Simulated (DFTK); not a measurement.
**HfN: single point with PBEsol**

HfN:

```
CELL_PARAMETERS angstrom
0.00000 2.25600 2.25600
2.25600 0.00000 2.25600
2.25600 2.25600 0.00000
ATOMIC_POSITIONS crystal
Hf 0.00000 0.00000 0.00000
N 0.50000 0.50000 0.50000
```

```yaml
Program: DFTK 0.8.2
Task: single point
Functional: PBEsol
Potentials_or_basis: SG15 1.2 (PBE)
Cutoff: 1225 eV
k_mesh: 10 × 10 × 10
Occupations: fermi-dirac, width 0.05 eV
Spin: no spin polarisation
```

The pressure is -1.8 GPa. The band gap on the k mesh is none (metal or under the smearing width).

Levels at points of the mesh, in eV from the Fermi level:
| k point | band 12 | band 13 | band 14 | band 15 | band 16 | band 17 | band 18 | band 19 | band 20 |
| --- | --- | --- | --- | --- | --- | --- | --- | --- | --- |
| (0.00, 0.00, 0.00) | -12.32 | -2.96 | -2.96 | -2.96 | -0.42 | -0.42 | -0.42 | 1.71 | 1.93 |
| (-0.50, 0.00, 0.00) | -12.16 | -9.02 | -6.29 | -6.29 | 3.24 | 3.69 | 3.69 | 4.37 | 8.89 |
| (-0.50, -0.50, 0.00) | -12.35 | -5.50 | -3.92 | -3.67 | -3.67 | 4.10 | 5.55 | 5.55 | 5.58 |

Run time: 110 s on 1 thread of Intel(R) Xeon(R) 6975P-C (Granite Rapids), with other jobs on the host, peak memory 1.8 GiB.

Caveat: the potentials were made for another functional, which shifts forces and pressure. The run has no spin-orbit coupling, so splittings on Hf are missing.
